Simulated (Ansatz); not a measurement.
C: from a migration barrier to a jump rate

Level of theory: Ansatz, DFT PBE, scalar-relativistic, plane waves, PAW. The runs took a 420 eV cutoff, a Γ-centred 4×4×4 mesh and Gaussian smearing (0.05 eV). No spin polarisation.

In a supercell of 16 sites an atom of C jumps into a neighbouring C vacancy, a = 1.55 Å from site to site in the perfect crystal, in a neutral cell. A nudged elastic band with 3 inner images puts the highest image 3.191 eV above the start and 3.191 eV above the end. Take it as the barrier; the order of the saddle wasn't checked, and the cell is small.

Problem. With an assumed attempt frequency of 10¹³ s⁻¹, how often does the jump happen, and how fast does the vacancy diffuse?

Solution. Transition-state theory gives Γ = ν exp(−E/k_BT), and one such jump direction contributes Γa²/6 to the vacancy's diffusion coefficient averaged over directions:

| T (K) | E/k_BT | Γ (1/s) | Γa²/6 (cm²/s) |
| --- | --- | --- | --- |
| 300 | 123.4 | 2.5 × 10^-41 | 9.8 × 10^-58 |
| 600 | 61.7 | 1.6 × 10^-14 | 6.3 × 10^-31 |
| 1000 | 37.0 | 8.3 × 10^-4 | 3.3 × 10^-20 |
| 1500 | 24.7 | 1.9 × 10^2 | 7.6 × 10^-15 |

The rate reaches one jump a second at T = E/(k_B ln 10¹³) = 1237 K. The number of equivalent jumps multiplies D if they link up through the crystal; a hop between two sites alone gives no long-range diffusion, which then waits on a higher barrier. In either case the atoms' own diffusion carries the vacancy concentration and a correlation factor besides. Rows above the melting point are formal, and so are rows where E/k_BT falls under about 3, since the theory needs rare jumps.

Problem. How much does an error of 0.1 eV in the barrier matter?

Solution. It multiplies the rate by exp(0.1 eV/k_BT): 48 at 300 K and 3.2 at 1000 K, more than the usual doubt about ν at low temperature.

Cost: 1 run of about 1.9 core-minutes, on Intel Xeon Platinum 8488C (Sapphire Rapids) (shared hosts).